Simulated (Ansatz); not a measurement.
# Sb (I4/mcm) in Ansatz: convergence with wavefunction cutoff

Aim: find how far wavefunction cutoff must go before the results for Sb settle, at PBEsol. This setting moves, with any that are tied to it; all else stays.

Program: Ansatz 0.2.0. These are calculated values, not measurements. Logs are shortened: lines on timing, memory, paths and dates and some standing lists are left out, and cuts for length are marked.

## (1) The crystal as given

It takes space group I4/mcm (No. 140, tetragonal). The conventional cell has a = 8.060 Å, b = 8.060 Å, c = 4.051 Å, α = 90.00°, β = 90.00°, γ = 90.00°. Sb (site symmetry m2m) has 7 Sb at 3.03 to 3.45 Å as nearest neighbours.

This isn't the form of Sb at room conditions, which is rhombohedral.

## (2) With wavefunction cutoff 200 eV

Contents of input.yaml:

```yaml
crystal:
  lattice:
    - [-4.0300106443, 4.0300106443, 2.0254867038]
    - [4.0300106443, -4.0300106443, 2.0254867038]
    - [4.0300106443, 4.0300106443, -2.0254867038]
  atoms:
    - { symbol: Sb, position: [0.65126306, 0.15126306, 0.80252612] }
    - { symbol: Sb, position: [0.15126306, 0.34873694, 0.5] }
    - { symbol: Sb, position: [0.34873694, 0.84873694, 0.19747388] }
    - { symbol: Sb, position: [0.84873694, 0.65126306, 0.5] }
hamiltonian:
  xc: pbesol
  pseudopotentials: { kind: paw_fr }
magnetization:
  noncollinear: true
  spin_orbit: true
kpoints:
  mp_grid: { grid: [6, 6, 6] }
scf:
  occupations: { method: cold, width: 0.05 }
output:
  forces: true
  stress: true
  eigenvalues: true
basis:
  ecutwfc: "200 eV"
```

Potentials or basis: Ansatz PAW.

Started as:

```sh
ansatz run input.yaml --threads 2 --pin off --max-ram 5632MiB --backend cpu --events-out ev --progress --plain --runs-dir out
```

What it wrote:

```text
Warning: basis.ecutwfc = 200 eV is below the records' recommended 420 eV, and the density's cutoff is lower with it unless basis.ecutrho_ratio is high enough to keep the records' density cutoff: compare with a run at a higher cutoff
Warning: RAYON_NUM_THREADS=2 ignored (pool sized by the plan → 2); use --threads N
Engine: ansatz 0.2.0, aarch64-unknown-linux-gnu
Pseudopotentials: kind: paw_fr
[... 71 lines left out ...]
       -0.000000       0.948239      -0.000000
        0.000000      -0.000000       3.139175
  P = ⅓ Tr σ = 1.6786 GPa (16.786 kbar)
--- Band table (eV; the first three rows and the last of 30) ---
  k-point 0: bands = ["-22.7721", "-22.7721", "-22.7008", "-22.7008", "-22.6950", "-22.6950", "-22.6729", "-22.6729", "-22.6250", "-22.6250", "-22.3749", "-22.3749", "-22.3742", "-22.3742", "-22.3732", "-22.3732", "-21.5487", "-21.5487", "-21.5054", "-21.5054", "-21.3958", "-21.3958", "-21.3727", "-21.3727", "-21.3619", "-21.3619", "-21.3073", "-21.3073", "-21.2181", "-21.2181", "-21.1728", "-21.1728", "-21.1041", "-21.1041", "-20.9653", "-20.9653", "-20.8891", "-20.8891", "-20.7643", "-20.7643", "-4.1185", "-4.1185", "-0.8033", "-0.8033", "0.3933", "0.3933", "0.4288", "0.4288", "3.8556", "3.8556", "6.9494", "6.9494", "7.1601", "7.1601", "7.4633", "7.4633", "7.6948", "7.6948", "7.7400", "7.7400", "7.7542", "7.7542", "8.2332", "8.2332", "11.1406", "11.1406", "11.3085", "11.3085", "11.8181", "11.8181", "12.1278", "12.1278"]
  k-point 1: bands = ["-22.8335", "-22.8335", "-22.7456", "-22.7456", "-22.7311", "-22.7311", "-22.5918", "-22.5918", "-22.5720", "-22.5720", "-22.5092", "-22.5092", "-22.4863", "-22.4863", "-22.4622", "-22.4622", "-21.5689", "-21.5689", "-21.5371", "-21.5371", "-21.4549", "-21.4549", "-21.4098", "-21.4098", "-21.3434", "-21.3434", "-21.3178", "-21.3178", "-21.2659", "-21.2659", "-21.2239", "-21.2239", "-21.1970", "-21.1970", "-21.1221", "-21.1221", "-21.0346", "-21.0346", "-20.9563", "-20.9563", "-4.0268", "-4.0268", "-1.2378", "-1.2378", "0.4378", "0.4378", "0.6002", "0.6002", "4.2406", "4.2406", "6.3283", "6.3283", "6.8345", "6.8345", "7.2185", "7.2185", "7.6524", "7.6524", "8.1288", "8.1288", "8.3068", "8.3068", "8.6576", "8.6576", "11.0141", "11.0141", "11.2965", "11.2965", "12.2694", "12.2694", "12.5371", "12.5371"]
  k-point 2: bands = ["-22.9237", "-22.9237", "-22.7746", "-22.7746", "-22.6986", "-22.6986", "-22.6737", "-22.6737", "-22.6008", "-22.6008", "-22.5810", "-22.5810", "-22.3675", "-22.3675", "-22.2716", "-22.2716", "-21.6670", "-21.6670", "-21.5553", "-21.5553", "-21.4768", "-21.4768", "-21.4385", "-21.4385", "-21.3977", "-21.3977", "-21.3512", "-21.3512", "-21.2980", "-21.2980", "-21.2105", "-21.2105", "-21.1770", "-21.1770", "-21.1353", "-21.1353", "-20.9517", "-20.9517", "-20.7788", "-20.7788", "-3.7776", "-3.7776", "-1.9385", "-1.9385", "0.4835", "0.4835", "0.8005", "0.8005", "5.1836", "5.1836", "5.7311", "5.7311", "6.4402", "6.4402", "6.8212", "6.8212", "7.6637", "7.6637", "8.4527", "8.4527", "8.7018", "8.7018", "9.6761", "9.6761", "10.9758", "10.9758", "11.6032", "11.6032", "12.3466", "12.3466", "12.6784", "12.6784"]
  k-point 29: bands = ["-22.9924", "-22.9924", "-22.9275", "-22.9275", "-22.8279", "-22.8279", "-22.8093", "-22.8093", "-22.7034", "-22.7034", "-22.6938", "-22.6938", "-22.4251", "-22.4251", "-22.3784", "-22.3784", "-21.7438", "-21.7438", "-21.6436", "-21.6436", "-21.5734", "-21.5734", "-21.5464", "-21.5464", "-21.5459", "-21.5459", "-21.5381", "-21.5381", "-21.4941", "-21.4941", "-21.3503", "-21.3503", "-21.1035", "-21.1035", "-21.0647", "-21.0647", "-20.9801", "-20.9801", "-20.8076", "-20.8076", "-2.6398", "-2.6398", "-2.2633", "-2.2633", "-2.2440", "-2.2440", "2.9735", "2.9735", "4.3131", "4.3131", "5.7039", "5.7039", "7.1725", "7.1725", "7.5400", "7.5400", "8.5312", "8.5312", "9.2656", "9.2656", "10.2373", "10.2373", "10.4117", "10.4117", "10.5097", "10.5097", "10.7084", "10.7084", "10.7789", "10.7789", "11.4837", "11.4837"]
```

Wall time 9.7 s (2 threads of Arm Neoverse V2, shared host); peak memory 0.53 GiB.

What came out:

| Property | Result |
| --- | --- |
| Free energy | -25599.5433 eV |
| Pressure | 1.7 GPa |
| Largest force | 0.546 eV/Å |
| Band gap on the k mesh | none (metal or under the smearing width) |

## (3) With wavefunction cutoff 250 eV

input.yaml: that of step 2 with these lines changed.

```diff
@@ -25,2 +25,2 @@
 basis:
-  ecutwfc: "200 eV"
+  ecutwfc: "250 eV"
```

Potentials or basis: Ansatz PAW.

Started as:

```sh
ansatz run input.yaml --threads 2 --pin off --max-ram 5632MiB --backend cpu --events-out ev --progress --plain --runs-dir out
```

Run time: 12 s. Hardware: 2 threads of Arm Neoverse V2, shared host; peak memory 0.6 GiB.

What came out:

```
Free energy            : -25636.2236 eV
Pressure               : 0.1 GPa
Largest force          : 0.113 eV/Å
Band gap on the k mesh : none (metal or under the smearing width)
```

## (4) With wavefunction cutoff 300 eV

input.yaml: that of step 3 with these lines changed.

```diff
@@ -25,2 +25,2 @@
 basis:
-  ecutwfc: "250 eV"
+  ecutwfc: "300 eV"
```

Started as:

```sh
ansatz run input.yaml --threads 2 --pin off --max-ram 5632MiB --backend cpu --events-out ev --progress --plain --runs-dir out
```

Run time: 15 s. Hardware: 2 threads of Arm Neoverse V2, shared host; peak memory 0.68 GiB.

What came out:

- Free energy: -25640.2744 eV
- Pressure: -0.3 GPa
- Largest force: 0.082 eV/Å
- Band gap on the k mesh: none (metal or under the smearing width)

## (5) With wavefunction cutoff 350 eV

input.yaml: that of step 4 with these lines changed.

```diff
@@ -25,2 +25,2 @@
 basis:
-  ecutwfc: "300 eV"
+  ecutwfc: "350 eV"
```

Started as:

```sh
ansatz run input.yaml --threads 2 --pin off --max-ram 5632MiB --backend cpu --events-out ev --progress --plain --runs-dir out
```

It took 18 s on 2 threads of Arm Neoverse V2, shared host; peak memory 0.76 GiB.

Results:

* Free energy: -25640.6164 eV
* Pressure: -0.3 GPa
* Largest force: 0.072 eV/Å
* Band gap on the k mesh: none (metal or under the smearing width)

## (6) With wavefunction cutoff 400 eV

input.yaml: that of step 5 with these lines changed.

```diff
@@ -25,2 +25,2 @@
 basis:
-  ecutwfc: "350 eV"
+  ecutwfc: "400 eV"
```

Potentials or basis: Ansatz PAW.

Started as:

```sh
ansatz run input.yaml --threads 2 --pin off --max-ram 5632MiB --backend cpu --events-out ev --progress --plain --runs-dir out
```

It took 22 s on 2 threads of Arm Neoverse V2, shared host; peak memory 0.85 GiB.

Results (log left out):

* Free energy: -25640.6301 eV
* Pressure: -0.3 GPa
* Largest force: 0.074 eV/Å
* Band gap on the k mesh: none (metal or under the smearing width)

## (7) With wavefunction cutoff 450 eV

input.yaml: that of step 6 with these lines changed.

```diff
@@ -25,2 +25,2 @@
 basis:
-  ecutwfc: "400 eV"
+  ecutwfc: "450 eV"
```

Started as:

```sh
ansatz run input.yaml --threads 2 --pin off --max-ram 5632MiB --backend cpu --events-out ev --progress --plain --runs-dir out
```

It took 27 s on 2 threads of Arm Neoverse V2, shared host; peak memory 0.94 GiB.

It converged, with:

* Free energy: -25640.6347 eV
* Pressure: -0.3 GPa
* Largest force: 0.074 eV/Å
* Band gap on the k mesh: none (metal or under the smearing width)

## (8) With wavefunction cutoff 500 eV

input.yaml: that of step 7 with these lines changed.

```diff
@@ -25,2 +25,2 @@
 basis:
-  ecutwfc: "450 eV"
+  ecutwfc: "500 eV"
```

Started as:

```sh
ansatz run input.yaml --threads 2 --pin off --max-ram 5632MiB --backend cpu --events-out ev --progress --plain --runs-dir out
```

Wall time 31 s (2 threads of Arm Neoverse V2, shared host); peak memory 1 GiB.

It converged, with:

```yaml
Free_energy: -25640.6372 eV
Pressure: -0.3 GPa
Largest_force: 0.074 eV/Å
Band_gap_on_the_k_mesh: none (metal or under the smearing width)
```

## (9) With wavefunction cutoff 600 eV

input.yaml: that of step 8 with these lines changed.

```diff
@@ -25,2 +25,2 @@
 basis:
-  ecutwfc: "500 eV"
+  ecutwfc: "600 eV"
```

Potentials or basis: Ansatz PAW.

Started as:

```sh
ansatz run input.yaml --threads 2 --pin off --max-ram 5632MiB --backend cpu --events-out ev --progress --plain --runs-dir out
```

It took 38 s on 2 threads of Arm Neoverse V2, shared host; peak memory 1.3 GiB.

Results (log left out):

| Quantity | Value |
| --- | --- |
| Free energy | -25640.6378 eV |
| Pressure | -0.3 GPa |
| Largest force | 0.074 eV/Å |
| Band gap on the k mesh | none (metal or under the smearing width) |

## (10) With wavefunction cutoff 800 eV

input.yaml: that of step 9 with these lines changed.

```diff
@@ -25,2 +25,2 @@
 basis:
-  ecutwfc: "600 eV"
+  ecutwfc: "800 eV"
```

Started as:

```sh
ansatz run input.yaml --threads 2 --pin off --max-ram 5632MiB --backend cpu --events-out ev --progress --plain --runs-dir out
```

It took 58 s on 2 threads of Arm Neoverse V2, shared host; peak memory 1.7 GiB.

It converged, with:

```yaml
Free_energy: -25640.6383 eV
Pressure: -0.3 GPa
Largest_force: 0.074 eV/Å
Band_gap_on_the_k_mesh: none (metal or under the smearing width)
```

## (11) Result

| wavefunction cutoff | energy less the tightest run, at zero smearing (meV/atom) | pressure (GPa) | largest force (eV/Å) | SCF cycles | CPU time (s) | peak memory (GiB) |
| --- | --- | --- | --- | --- | --- | --- |
| 200 eV | 10273.70 | 1.68 | 0.546 | 8 | 19 | 0.53 |
| 250 eV | 1103.68 | 0.12 | 0.113 | 9 | 23 | 0.6 |
| 300 eV | 90.95 | -0.34 | 0.082 | 9 | 29 | 0.68 |
| 350 eV | 5.47 | -0.29 | 0.072 | 9 | 36 | 0.76 |
| 400 eV | 2.03 | -0.29 | 0.074 | 9 | 44 | 0.85 |
| 450 eV | 0.89 | -0.29 | 0.074 | 9 | 53 | 0.94 |
| 500 eV | 0.27 | -0.29 | 0.074 | 9 | 61 | 1 |
| 600 eV | 0.12 | -0.29 | 0.074 | 9 | 76 | 1.3 |
| 800 eV | 0.00 | -0.29 | 0.074 | 9 | 120 | 1.7 |

Against the tightest run, the energy stays within 1 meV/atom from 450 eV on; the pressure stays within 0.1 GPa from 300 eV on; the largest force stays within 0.005 eV/Å from 350 eV on. The tightest run that finished is the yardstick and may itself not be fully converged.

Caveats: the PAW data sets come from PBE, with cores solved anew for the run's functional, which leaves a small shift of forces and pressure.
